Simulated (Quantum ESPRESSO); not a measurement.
# Ti under changes of volume

One of the cells (17.676 Å³/atom); the others are scaled copies at fixed shape and fractional positions:

```xyz
1
Lattice="-1.6410 1.6410 1.6410 1.6410 -1.6410 1.6410 1.6410 1.6410 -1.6410" Properties=species:S:1:pos:R:3 pbc="T T T"
Ti    0.0000    0.0000    0.0000
```

This isn't the form of Ti at room conditions, which is hcp.

| Quantity | Value |
| --- | --- |
| Program | Quantum ESPRESSO 7.5 |
| Functional | RGE2 |
| Potentials or basis | PseudoDojo 0.4.1 SR PBE standard |
| Cutoff | 1143 eV |
| Density cutoff | 4572 eV |
| k mesh | 11 × 11 × 11 |
| Occupations | fermi-dirac, width 0.05 eV |
| Spin | no spin polarisation |

```tsv
volume (Å³/atom)	energy over the lowest point (meV/atom)	pressure (GPa)
16.616	1.49	2.1
16.969	0.00	-0.3
17.323	3.35	-2.4
17.676	11.10	-4.3
18.030	22.87	-6.1
18.383	38.32	-7.7
18.737	?	?
```

Q: What does the run at 18.737 Å³/atom give?

A: Energy over the lowest point 57.14 meV/atom; pressure -9.2 GPa.

Worked out: A Birch-Murnaghan fit of order 3 (a polynomial in V^(-2/3)) to the other rows has its minimum at 16.90 Å³/atom with B0 = V·E''(V) = 106 GPa and B' = 3.3. It gives 57.16 meV/atom at 18.737 Å³/atom, against the run's 57.14, and -dE/dV = -9.2 GPa, against -9.2.

Energies are extrapolated to zero smearing.

Caveats: the potentials were made for another functional, which shifts forces and pressure.
